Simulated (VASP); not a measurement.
```
BeO
1.0
    2.71731     0.00000     0.00000
   -1.35866     2.35326     0.00000
    0.00000     0.00000     8.89578
Be O
4 4
Direct
  0.00000   0.00000   0.00000
  0.00000   0.00000   0.50000
  0.66667   0.33333   0.75018
  0.33333   0.66667   0.25018
  0.00000   0.00000   0.81216
  0.00000   0.00000   0.31216
  0.66667   0.33333   0.56329
  0.33333   0.66667   0.06329
```

All values below come from PBE GGA, VASP's PBE PAW potentials (set 64) (plane waves; VASP 6.6.1). Settings: 400 eV cut-off, 14×14×4 Γ-centred mesh, Gaussian smearing of 0.20 eV, potentials Be O.

Task: Give the energies of bands 6 to 19 at the high-symmetry points, in eV from the valence-band maximum.

Result: 
```csv
band,Γ,M,K,A,L,H
6,-3.37,-5.35,-4.99,-5.26,-5.62,-5.06
7,-3.30,-4.82,-4.26,-1.15,-4.59,-4.00
8,-0.89,-4.16,-4.26,-1.15,-4.59,-4.00
9,-0.89,-3.14,-4.24,-0.77,-2.62,-3.97
10,-0.51,-2.57,-3.54,-0.77,-2.62,-3.97
11,-0.51,-2.49,-2.87,-0.77,-2.29,-3.23
12,-0.41,-1.79,-2.87,-0.77,-2.29,-3.23
13,-0.41,-1.71,-2.34,-0.14,-1.57,-1.79
14,-0.05,-1.70,-1.97,-0.14,-1.57,-1.79
15,0.00,-1.15,-1.97,-0.14,-1.14,-1.74
16,0.00,-0.86,-1.28,-0.14,-1.14,-1.74
17,7.26,7.68,9.91,8.01,8.18,9.66
18,9.34,8.38,9.91,8.01,8.18,9.66
19,9.63,10.86,11.42,10.85,10.65,11.75
```

The gap is direct, 7.26 eV, from the valence maximum at Γ to the conduction minimum at Γ.

The structure was generated: BeO was put into an ordered model structure, which need not be its known phase. The cell was not relaxed at this level.
